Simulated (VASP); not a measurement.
Input of a VASP 6.6.1 run:

Contents of INCAR:

```
PREC = Accurate ; ENCUT = 520
EDIFF = 1E-6 ; ISMEAR = 0
SIGMA = 0.1 ; LREAL = F
LASPH = T ; NELM = 100
ALGO = Normal ; ISIF = 2
LWAVE = F ; LCHARG = F
GGA = PE ; NBANDS = 28
```

The input KPOINTS:

```
regular mesh
0
Gamma
  4 4 6
```

File POSCAR:

```
Ca
1.0
    5.2476565499      0.0000000000      0.0000000000
    0.0000000000      5.2476565499      0.0000000000
    0.0000000000      0.0000000000      3.5030537232
Ca
4
Direct
    0.2917463356      0.2917463356      0.0000000000
    0.7082536644      0.7082536644      0.0000000000
    0.2082536644      0.7917463356      0.5000000000
    0.7917463356      0.2082536644      0.5000000000
```

Potentials or basis: VASP PAW PBE potentials, release 64 (Ca_sv).

Run with:

```sh
$ cat potpaw_PBE.64/Ca_sv/POTCAR > POTCAR
$ mpirun -np 1 vasp_std > vasp.out
```

Task: What does it give for the pressure?

Result: 22.1 GPa.

Task: Predict the largest force.

Result: 0.408 eV/Å.

Task: Predict the band gap on the k mesh.

Result: None (metal or under the smearing width).

Forces in eV/Å, atoms in the order of the input:
```
Ca  -0.289 -0.289  0.000
Ca   0.289  0.289  0.000
Ca   0.289 -0.289  0.000
Ca  -0.289  0.289  0.000
```

Caveat: so large a pressure means that the cell lies far from this level's equilibrium, or that cutoff or potentials fall short.
